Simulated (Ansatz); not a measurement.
## ZrN: single point with PBE

The system is ZrN.

```
Zr N
1.0
     0.00000    2.30000    2.30000
     2.30000    0.00000    2.30000
     2.30000    2.30000    0.00000
Zr N
1 1
Direct
  0.50000 0.50000 0.50000
  0.00000 0.00000 0.00000
```

```yaml
Program: Ansatz 0.2.0
Task: single point
Functional: PBE
Potentials_or_basis: Ansatz PAW
Cutoff: "420 eV (not typed: the program's choice for these potentials)"
k_mesh: 10 × 10 × 10
Occupations: fermi-dirac, width 0.05 eV
Spin: no spin polarisation
```

```
Pressure               : -0.8 GPa
Band gap on the k mesh : none (metal or under the smearing width)
```

Levels at points of the mesh, in eV from the Fermi level:
```
             k point  band 6  band 7  band 8  band 9  band 10  band 11  band 12  band 13
  (0.00, 0.00, 0.00)   -2.69   -2.69   -2.69   -0.43    -0.43    -0.43     1.53     1.53
 (0.00, 0.00, -0.50)   -7.65   -5.68   -5.68    2.94     3.00     3.00     4.67     7.57
(0.00, -0.50, -0.50)   -4.61   -3.47   -3.20   -3.20     3.29     4.43     4.43     4.81
```

It took 1.2 s on 1 thread of Arm Neoverse V1, on a shared host, peak memory 0.28 GiB.

Caveat: the pressure holds a Pulay correction of +0.4 GPa for the finite cutoff.
